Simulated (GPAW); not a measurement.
# B/Ti(0001): work function by functional and basis, part 2 of 2

Wanted: work functions and dipole of B/Ti(0001), with the cost of each level.

GPAW 26.7.0; GPAW, PAW setups; slab in vacuum, relaxation (the session's first sound run).

So far, upper work function (eV): step 2 (relaxation, PBE, GPAW) 5.29; step 3 (plane waves, PBE) 5.29; step 4 (OptPBE vdW: xc = "optPBE-vdW", GPAW, PAW setups, GPAW) 5.46; step 5 (self-consistent run: xc = "vdW-DF2", GPAW, PAW setups, GPAW) 5.60; step 6 (self-consistent run: xc = "revPBE") 5.21.

## (7) Self-consistent run: xc = "RPBE"

The same geometry under RPBE, to see how far the functional moves the levels against the vacuum.

The input, run.py:

```python
import json
import numpy as np
from ase import Atoms
from gpaw import GPAW, PW

slab = Atoms(
    ['Ti', 'Ti', 'Ti', 'Ti', 'B'],
    positions=[
        [2.95000, 1.70318, 9.00000],
        [0.00000, 0.00000, 11.34230],
        [2.95000, 1.70318, 13.67259],
        [-0.00000, 0.00000, 16.10060],
        [1.47500, 0.85159, 17.59015]],
    cell=[[2.95, 0.0, 0.0], [1.475, 2.55477, 0.0], [0.0, 0.0, 26.77412]],
    pbc=[True, True, False])

slab.calc = GPAW(mode=PW(500), xc='RPBE', kpts={'size': (12, 12, 1), 'gamma': True},
                 occupations={'name': 'fermi-dirac', 'width': 0.1}, nbands='200%',
                 convergence={'density': 1e-05}, maxiter=200,
                 poissonsolver={'dipolelayer': 'xy'},
                 symmetry={'tolerance': 1e-3}, txt='slab.txt')
result = {}
energy = slab.get_potential_energy()
fermi = slab.calc.get_fermi_level()
v = slab.calc.get_electrostatic_potential().mean((0, 1)) - fermi
n = slab.calc.get_pseudo_density().mean((0, 1))
L = slab.cell[2, 2]
z = np.arange(len(v)) * L / len(v)
low, high = slab.positions[:, 2].min(), slab.positions[:, 2].max()
below, above = np.interp([low - 6.8, high + 6.8], z, v)
slopes = [np.interp(x, z, np.gradient(v, z)) for x in (low - 6.8, high + 6.8)]
eps = np.array([[slab.calc.get_eigenvalues(k, s) for k in range(len(slab.calc.get_ibz_k_points()))]
                for s in range(slab.calc.get_number_of_spins())]) - fermi
top, bottom = eps[eps < 0].max(), eps[eps > 0].min()
dipole = slab.get_dipole_moment()[2]
print(f'energy {energy:.4f} eV, Fermi level {fermi:.4f} eV, dipole {dipole:.5f} e A')
print(f'potential 6.8 A off the faces, from the Fermi level: lower {below:.4f} eV, upper {above:.4f} eV')
print(f'slope of the potential there: lower {slopes[0]:.5f}, upper {slopes[1]:.5f} eV/A')
print(f'nearest levels on the mesh: {top:.4f} and {bottom:.4f} eV')
print('magnetic moment', round(slab.get_magnetic_moment(), 3))
result.update(energy=energy, fermi=fermi, dipole=dipole, below=below, above=above, slopes=slopes, edges=[top, bottom],
              z=z.tolist(), v=v.tolist(), n=n.tolist(), positions=slab.positions.tolist(),
              forces=slab.get_forces(apply_constraint=False).tolist(), moments=slab.get_magnetic_moments().tolist())
json.dump(result, open('result.json', 'w'))
```

Run with:

```sh
$ OMP_NUM_THREADS=1 OPENBLAS_NUM_THREADS=1 python run.py
```

Wall time 3.2 min (1 thread of Arm Neoverse V1, shared host); peak memory 0.29 GiB.

Numbers from this step:

| Quantity | Value |
| --- | --- |
| dipole along the normal | -0.03801 e·Å |
| levels nearest the Fermi level on the mesh | -0.01103, 0.02231 eV from the Fermi level |
| lower work function | 4.293 eV |

The electrostatic potential energy of an electron (without an applied field's), less the Fermi level, planar mean oscillates, so the rows of the table below give means over windows of 2.39 Å about each position, cut where the curve ends. Its maxima inside the range that stand out by 2 % of the span (Å: eV): 10.1: -0.297, 12.5: -0.530, 14.9: 0.0491, 17.0: -4.04. Its minima: 9.0: -19.8, 11.4: -19.5, 13.7: -19.5, 16.1: -19.2, 17.6: -10.1.

Table of electrostatic potential energy of an electron (without an applied field's), less the Fermi level, planar mean by z; means over each step:

```
z (Å)  electrostatic potential energy of an electron (without an applied field's), less the Fermi level, planar mean (eV)
 1.20                                                                                                                4.33
 3.58                                                                                                                4.29
 5.97                                                                                                                4.11
 8.36                                                                                                               -7.05
10.75                                                                                                               -8.31
13.14                                                                                                               -8.38
15.53                                                                                                               -7.97
17.92                                                                                                               -2.12
20.31                                                                                                                5.15
22.70                                                                                                                5.21
25.09                                                                                                                5.21
```

The upper face's work function is 5.208 eV, against 5.294 eV in the first plane-wave PBE run at this geometry.

## (8) Self-consistent run: xc = "LDA"

The same geometry under LDA, to see how far the functional moves the levels against the vacuum.

Edit run.py of step 7 so:

```diff
@@ -16,3 +16,3 @@
 
-slab.calc = GPAW(mode=PW(500), xc='RPBE', kpts={'size': (12, 12, 1), 'gamma': True},
+slab.calc = GPAW(mode=PW(500), xc='LDA', kpts={'size': (12, 12, 1), 'gamma': True},
                  occupations={'name': 'fermi-dirac', 'width': 0.1}, nbands='200%',
```

Wall time 2.9 min (1 thread); peak memory 0.29 GiB.

Numbers from this step:

| Quantity | Value |
| --- | --- |
| dipole along the normal | -0.03675 e·Å |
| levels nearest the Fermi level on the mesh | -0.01403, 0.01751 eV from the Fermi level |
| upper work function | 5.471 eV |
| lower work function | 4.587 eV |

The upper face's work function is 5.471 eV, against 5.294 eV in the first plane-wave PBE run at this geometry.

## (9) Real-space grid: mode = "fd"

A real-space grid is a second complete basis, so it checks the plane-wave result.

Edit run.py of step 8 so:

```diff
@@ -3,3 +3,3 @@
 from ase import Atoms
-from gpaw import GPAW, PW
+from gpaw import GPAW
 
@@ -16,3 +16,3 @@
 
-slab.calc = GPAW(mode=PW(500), xc='LDA', kpts={'size': (12, 12, 1), 'gamma': True},
+slab.calc = GPAW(mode='fd', h=0.18, xc='PBE', kpts={'size': (12, 12, 1), 'gamma': True},
                  occupations={'name': 'fermi-dirac', 'width': 0.1}, nbands='200%',
```

It took 13 min on 1 thread; peak memory 1.1 GiB.

This step gave:

| Item | Value |
| --- | --- |
| dipole along the normal | -0.03696 e·Å |
| levels nearest the Fermi level on the mesh | -0.01176, 0.01404 eV from the Fermi level |
| upper work function | 5.293 eV |
| lower work function | 4.405 eV |

The upper face's work function is 5.293 eV, against 5.294 eV in the first plane-wave PBE run at this geometry.

## (10) Atomic orbitals: mode = "lcao"

Atom-centred orbitals end a few angstrom from the surface, which tests how much the density's tail matters.

Edit run.py of step 9 so:

```diff
@@ -16,4 +16,4 @@
 
-slab.calc = GPAW(mode='fd', h=0.18, xc='PBE', kpts={'size': (12, 12, 1), 'gamma': True},
-                 occupations={'name': 'fermi-dirac', 'width': 0.1}, nbands='200%',
+slab.calc = GPAW(mode='lcao', basis='dzp', h=0.18, xc='PBE', kpts={'size': (12, 12, 1), 'gamma': True},
+                 occupations={'name': 'fermi-dirac', 'width': 0.1}, nbands='120%',
                  convergence={'density': 1e-05}, maxiter=200,
```

Wall time 21 min (1 thread); peak memory 0.4 GiB.

Numbers from this step:

* dipole along the normal: -0.03643 e·Å
* levels nearest the Fermi level on the mesh: -0.009942, 0.02209 eV from the Fermi level
* upper work function: 5.267 eV
* lower work function: 4.392 eV

The electrostatic potential energy of an electron (without an applied field's), less the Fermi level, planar mean oscillates, so the rows of the table below give means over windows of 2.35 Å about each position, cut where the curve ends. Its maxima inside the range that stand out by 2 % of the span (Å: eV): 10.1: -0.227, 12.5: -0.452, 14.9: 0.146, 17.0: -3.98. Its minima: 9.0: -19.6, 11.3: -19.4, 13.7: -19.4, 16.1: -19.2, 17.5: -9.99.

The electrostatic potential energy of an electron (without an applied field's), less the Fermi level, planar mean by z; means over each step:

z (Å), electrostatic potential energy of an electron (without an applied field's), less the Fermi level, planar mean (eV) and a bar from the least value:
```
     1.18        4.4 ############################
     3.53        4.4 ############################
     5.88        4.3 ############################
     8.23       -6.2 #####
    10.58       -8.3 
    12.93       -8.4 
    15.28       -7.7 ##
    17.63       -3.9 ##########
    19.98        5.1 ##############################
    22.33        5.3 ##############################
    24.68        5.3 ##############################
```

The upper face's work function is 5.267 eV, against 5.294 eV in the first plane-wave PBE run at this geometry.

## (11) The ladder

Times are for 1 thread of Arm Neoverse V1, shared host. The runs compared:

```
no.         run  upper work function (eV)  lower work function (eV)     time  memory (GiB)
  1          pw                     5.294                     4.405  2.8 min          0.29
  2  optPBE vdW                     5.462                     4.549  3.1 min          0.47
  3     vdW DF2                     5.599                     4.623  3.3 min          0.47
  4      revPBE                     5.208                     4.304  2.8 min          0.29
  5        RPBE                     5.208                     4.293  3.2 min          0.29
  6         LDA                     5.471                     4.587  2.9 min          0.29
  7          fd                     5.293                     4.405   13 min           1.1
  8        lcao                     5.267                     4.392   21 min           0.4
```

## (12) Side by side

Results and costs are gathered.

This step: comparison of work functions, dipole and cost (GPAW 26.7.0).

Ladder, by row:

```
      step  code  work function, upper (eV)  work function, lower (eV)  dipole (e Å)  wall time (s)  peak memory (GiB)  threads
        pw  GPAW                      5.294                      4.405      -0.03698          167.8               0.29        1
optPBE-vdW  GPAW                      5.462                      4.549      -0.03793          186.5               0.47        1
   vdW-DF2  GPAW                      5.599                      4.623      -0.04056          196.9               0.47        1
    revPBE  GPAW                      5.208                      4.304      -0.03759          170.2               0.29        1
      RPBE  GPAW                      5.208                      4.293      -0.03801          190.7               0.29        1
       LDA  GPAW                      5.471                      4.587      -0.03675          172.4               0.29        1
        fd  GPAW                      5.293                      4.405      -0.03696          752.6               1.05        1
      lcao  GPAW                      5.267                      4.392      -0.03643           1238                0.4        1
```

## (13) A changed run

One more run, with changed settings.

This step: GPAW, PAW setups; slab in vacuum (GPAW 26.7.0).

Edit run.py of step 10 so:

```diff
@@ -16,5 +16,5 @@
 
-slab.calc = GPAW(mode='lcao', basis='dzp', h=0.18, xc='PBE', kpts={'size': (12, 12, 1), 'gamma': True},
-                 occupations={'name': 'fermi-dirac', 'width': 0.1}, nbands='120%',
-                 convergence={'density': 1e-05}, maxiter=200,
+slab.calc = GPAW(mode='fd', h=0.4, xc='PBE', kpts={'size': (12, 12, 1), 'gamma': True},
+                 occupations={'name': 'fermi-dirac', 'width': 0.1}, nbands='200%',
+                 convergence={'density': 1e-05}, maxiter=100,
                  poissonsolver={'dipolelayer': 'xy'},
```

Run time: 98 s. Hardware: 1 thread; peak memory 0.22 GiB.

The run finished. A setting was moved off its sound value on purpose, so it serves as a test and not as the result.

The fault put into the input: a grid far too coarse (mode = "fd" and h = 0.4).

The two runs compared:

```
                     quantity   this run  sound run  difference
dipole along the normal (e·Å)  -0.032686  -0.036977     0.00429
     upper work function (eV)     5.1099     5.2940      -0.184
     lower work function (eV)     4.3218     4.4045     -0.0827
```

One result that differs is the dipole along the normal, -0.0327 e·Å against -0.0370 e·Å.

## (14) Summary of results

```
work function, upper and lower face : 5.294 and 4.405 eV
dipole along the normal             : -0.0370 e Å
```

With plane waves and PBE the work function is 5.29 eV on the upper face and 4.40 eV on the lower. The two faces differ by 0.89 eV, the step that the slab's dipole makes (e p/(ε0 A) gives 0.89 eV), so the dipole layer is needed. Over the sound runs of the table the upper face's work function spans 5.208 (RPBE) to 5.599 eV (vdW-DF2). The cell of 7.54 Å² holds one B, started on one chosen site; other sites and coverages weren't tried. The runs had no spin polarisation, so a magnetic state, which thin layers of d-metal atoms can have, wasn't tested. The in-plane lattice was kept as typed, which isn't the functional's own and leaves some strain; spin-orbit coupling and temperature are left out.

[Logs are printed without paths, hosts, clocks, repeated set-up lines and the standing remarks that a program may print on its own settings, such as how far it seeks lower states.]

[Hosts, paths, dates, database ids (printed as entryN), source tags and the programs' standing remarks are cut or masked in the printed files.]
